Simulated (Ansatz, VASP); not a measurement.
## HfN: VASP beside Ansatz

The input INCAR:

```
SYSTEM = HfN
ALGO = Normal
EDIFF = 1E-7
ENCUT = 520
GGA = PE
ISIF = 2
ISMEAR = -1
LASPH = .TRUE.
LCHARG = .TRUE.
LELF = .TRUE.
LREAL = .FALSE.
LVHAR = .TRUE.
LWAVE = .FALSE.
NBANDS = 23
NELM = 100
PREC = Accurate
SIGMA = 0.05
```

Contents of KPOINTS:

```
k-points
0
G
  10 10 5
  0 0 0
```

Contents of POSCAR:

```
HfN
1.0
    3.1339080219      0.0000000000      0.0000000000
   -1.5669540110      2.7140439601      0.0000000000
    0.0000000000      0.0000000000      5.4167677200
Hf N
2 2
Direct
    0.3336620000      0.6541600000      0.2504860000
    0.6614420000      0.3356560000      0.7499240000
    0.0076370000     -0.0035320000      0.4917730000
    0.0046040000      0.0022350000     -0.0066630000
```

File input.yaml:

```yaml
crystal:
  lattice:
    - [3.1339080219, 0.0, 0.0]
    - [-1.566954011, 2.7140439601, 0.0]
    - [0.0, 0.0, 5.41676772]
  atoms:
    - { symbol: Hf, position: [0.333662, 0.65416, 0.250486] }
    - { symbol: Hf, position: [0.661442, 0.335656, 0.749924] }
    - { symbol: "N", position: [0.007637, -0.003532, 0.491773] }
    - { symbol: "N", position: [0.004604, 0.002235, -0.006663] }
hamiltonian:
  xc: pbe
  pseudopotentials: { kind: paw }
kpoints:
  mp_grid: { grid: [10, 10, 5] }
scf:
  occupations: { method: fermi_dirac, width: 0.05 }
output:
  forces: true
  stress: true
  eigenvalues: true
```

Change from the starting cell: atoms moved at random, drawn with an rms of 0.05 Å.

Alike in both runs: task single point; functional PBE; k mesh 10 × 10 × 5; occupations fermi-dirac, width 0.05 eV; no spin polarisation.

|  | VASP | Ansatz |
| --- | --- | --- |
| version | VASP 6.6.1 | Ansatz 0.2.0 |
| potentials or method | VASP PAW PBE potentials, release 64 (Hf_pv, N) | Ansatz PAW |
| plane-wave cutoff (eV) | 520 | 420 |
| valence electrons in the cell | 30 | 62 |

Ansatz gave:

* gap on the k mesh at the Fermi level (eV): none
* pressure (GPa): 6.5
* largest component of the traceless stress (GPa): 0.36
* rms of the force components (eV/Å): 0.306

Estimate VASP's values.

gap on the k mesh at the Fermi level (eV): none; pressure (GPa): 4.2; largest component of the traceless stress (GPa): 0.35; rms of the force components (eV/Å): 0.303.

Atom by atom the forces differ by 0.003 eV/Å (rms over components). A gap of «none» marks a metal or a gap that the smearing closes. The two sets of potentials don't hold the same shells in valence.

Caveats: the pressure holds a Pulay correction of +0.5 GPa for the finite cutoff (Ansatz). Spin-orbit coupling is left out, which matters for the levels of Hf.
